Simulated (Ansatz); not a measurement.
# RbCl: the cost of one run

Program: Ansatz 0.2.0. Level of theory: reference: DFT, HSE06, plane waves, PAW. These are calculated values, not measurements.

7 further runs of the same task are left out: 4 for a known fault of the program, 2 that didn't finish, 1 set aside as unsound or not needed.

## (1) Starting point

Symmetry: Fm-3m, No. 225, cubic system. The conventional cell has a = 6.611 Å, b = 6.611 Å, c = 6.611 Å, α = 90.00°, β = 90.00°, γ = 90.00°. Rb (site symmetry m-3m) has 6 Cl at 3.31 Å as nearest neighbours. Cl (site symmetry m-3m) is surrounded by 6 Rb at 3.31 Å.

Coordinates:

```xyz
2
Lattice="0.0000 3.3057 3.3057 3.3057 0.0000 3.3057 3.3057 3.3057 0.0000" Properties=species:S:1:pos:R:3 pbc="T T T"
Rb    0.0000    0.0000    0.0000
Cl    3.3057    3.3057    3.3057
```

## (2) Reference

Contents of input.yaml:

```yaml
crystal:
  lattice:
    - [0.0, 3.3057264435, 3.3057264435]
    - [3.3057264435, 0.0, 3.3057264435]
    - [3.3057264435, 3.3057264435, 0.0]
  atoms:
    - { symbol: Rb, position: [0.0, 0.0, 0.0] }
    - { symbol: Cl, position: [0.5, 0.5, 0.5] }
kpoints:
  mp_grid: { grid: [4, 4, 4] }
hamiltonian:
  xc: hse06
scf:
  occupations: { method: fixed }
  n_extra_bands: 4
output:
  forces: true
  stress: true
  eigenvalues: true
```

Run with:

```sh
$ ansatz run input.yaml --threads 4 --pin off --max-ram 3686MiB --backend cpu --events-out ev --progress --plain --runs-dir out
```

Q: Estimate wall time and peak memory on 4 threads of an x86-64 CPU, shared host.

About 46 s, with a peak of 0.72 GiB.
